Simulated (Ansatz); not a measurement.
CsPbCl3:

```
Pb Cs Cl
1.0
     5.60500    0.00000    0.00000
     0.00000    5.60500    0.00000
     0.00000    0.00000    5.60500
Pb Cs Cl
1 1 3
Direct
  0.50000 0.50000 0.50000
  0.00000 0.00000 0.00000
  0.50000 0.00000 0.50000
  0.00000 0.50000 0.50000
  0.50000 0.50000 0.00000
```

Base run:

```yaml
Program: Ansatz 0.2.0
Functional: LDA
Potentials_or_basis: Ansatz PAW
Cutoff: "420 eV (not typed: the program's choice for these potentials)"
k_mesh: 5 × 5 × 5
Occupations: fermi-dirac, width 0.05 eV
Spin: no spin polarisation
```

Its results: pressure -1.3 GPa.

Task: The run is repeated on the same cell with these changes: functional from LDA to r2SCAN; cutoff from 420 eV (not typed: the program's choice for these potentials) to 500 eV (not typed: the program's choice for these potentials). What comes out?

Result: Pressure 1.0 GPa.

Caveats: the PAW data sets come from PBE, with cores solved anew for the run's functional, which leaves a small shift of forces and pressure.
